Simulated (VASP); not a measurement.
The system is ZrO2.

```
Zr O
1.0
     0.00000    2.53500    2.53500
     2.53500    0.00000    2.53500
     2.53500    2.53500    0.00000
Zr O
1 2
Cartesian
  0.0000 0.0000 0.0000
  1.2675 1.2675 1.2675
  3.8025 3.8025 3.8025
```

The cell was built by a generator and needn't be a form met in nature.

| Quantity | Value |
| --- | --- |
| Program | VASP 6.6.1 |
| Task | relaxation of cell and atoms |
| Functional | PBE |
| Potentials or basis | VASP PAW PBE potentials, release 64 (Zr_sv, O) |
| Cutoff | 700 eV |
| k mesh | 10 × 10 × 10 |
| Occupations | gaussian, width 0.02 eV |
| Spin | no spin polarisation |

At the start: pressure 6.8 GPa; volume 10.86 Å³/atom.

**Question.** How do energy, volume and symmetry change on relaxing?

**Answer.** Over 3 steps the energy falls by 6.3 meV/atom and the volume is 11.16 Å³/atom (+2.8 %); space group Fm-3m (No. 225, to 0.05 Å).

The path:
```tsv
step	energy change (eV)	largest force (eV/Å)	pressure (GPa)	volume (Å³)
1	0.0000	0.0000	6.83	32.58
2	0.0179	0.0000	-8.55	34.81
3	-0.0188	0.0000	-0.06	33.49
```

Final structure:
```
Zr O
1.0
     0.00000    2.55837    2.55837
     2.55837    0.00000    2.55837
     2.55837    2.55837    0.00000
Zr O
1 2
Direct
  0.00000 0.00000 0.00000
  0.25000 0.25000 0.25000
  0.75000 0.75000 0.75000
```
